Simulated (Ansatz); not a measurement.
Crystal: BaTiO3.

```
Ba Ti O
1.0
     3.99980    0.00000    0.00000
     0.00000    3.99980    0.00000
     0.00000    0.00000    4.01800
Ba Ti O
1 1 3
Direct
  0.99557 0.99064 0.00350
  0.50254 0.49192 0.46877
  0.47922 0.51432 0.00641
  0.50273 0.00330 0.50938
  0.01995 0.49981 0.53994
```

Base run:

```yaml
Program: Ansatz 0.2.0
Functional: PBE
Potentials_or_basis: JTH PAW
Cutoff: "1380 eV (not typed: the program's choice for these potentials)"
k_mesh: 7 × 7 × 7
Occupations: fermi-dirac, width 0.05 eV
Spin: no spin polarisation
```

Its results: band gap on the k mesh 1.97 eV, indirect (least direct gap 2.23 eV); pressure 4.4 GPa; largest force 1.304 eV/Å.

Task: The run is repeated on the same cell with these changes: potentials or basis from JTH PAW to Ansatz PAW; cutoff from 1380 eV (not typed: the program's choice for these potentials) to 420 eV (not typed: the program's choice for these potentials); k mesh from 7 × 7 × 7 to 4 × 4 × 4. What comes out?

Result: Band gap on the k mesh 1.92 eV, indirect (least direct gap 2.24 eV); pressure 3.1 GPa; largest force 1.314 eV/Å.

Caveats: spin-orbit coupling is left out, which moves the levels of the heavy elements; forces of over 1 eV/Å show positions far from the minimum, so gaps and moduli don't describe the material at rest; this barium file gives pressures and gaps apart from those of other sets (some runs); the k mesh misses the band edges, so the gap on the mesh is wider than the one along the path (some runs).
